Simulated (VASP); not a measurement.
Mg:

```
CELL_PARAMETERS angstrom
-1.83599 1.83599 1.67940
1.83599 -1.83599 1.67940
1.83599 1.83599 -1.67940
ATOMIC_POSITIONS crystal
Mg 0.00000 0.00000 0.00000
```

This isn't the form of Mg at room conditions, which is hcp.

```yaml
Program: VASP 6.6.1
Task: relaxation of cell and atoms
Functional: revPBE
Potentials_or_basis: VASP PAW PBE potentials, release 64 (Mg)
Cutoff: 600 eV
k_mesh: 11 × 11 × 11
Occupations: fermi-dirac, width 0.05 eV
Spin: no spin polarisation
```

At the start: pressure 1.4 GPa; volume 22.64 Å³/atom.

Problem. How do energy, volume and symmetry change on relaxing?

Solution. Over 13 steps the energy falls by 6.2 meV/atom and the volume is 23.33 Å³/atom (+3.0 %); space group Im-3m (No. 229, to 0.05 Å).

Step by step:
| step | energy change (eV) | largest force (eV/Å) | pressure (GPa) | volume (Å³) |
| --- | --- | --- | --- | --- |
| 1 | 0.0000 | 0.0000 | 1.36 | 22.64 |
| 2 | -0.0034 | 0.0000 | 0.31 | 23.28 |
| 3 | -0.0036 | 0.0000 | -0.05 | 23.51 |
| 4 | -0.0036 | 0.0000 | -0.02 | 23.50 |
| 5 | -0.0037 | 0.0000 | -0.03 | 23.49 |
| 6 | -0.0040 | 0.0000 | -0.04 | 23.48 |
| 7 | -0.0047 | 0.0000 | -0.05 | 23.45 |
| 8 | -0.0057 | 0.0000 | -0.02 | 23.37 |
| 9 | -0.0057 | 0.0000 | 0.25 | 23.18 |
| 10 | -0.0062 | 0.0000 | 0.06 | 23.29 |
| 11 | -0.0062 | 0.0000 | 0.08 | 23.28 |
| 12 | -0.0059 | 0.0000 | -0.37 | 23.59 |
| 13 | -0.0062 | 0.0000 | 0.00 | 23.33 |

Final structure:
```yaml
crystal:
  lattice:
    - [-1.79962, 1.79962, 1.80113]
    - [1.79962, -1.79962, 1.80113]
    - [1.79962, 1.79962, -1.80113]
  atoms:
    - { symbol: Mg, position: [0.00000, 0.00000, 0.00000] }
```

Caveat: the PAW data sets were made with another functional, which shifts forces and pressure a little.
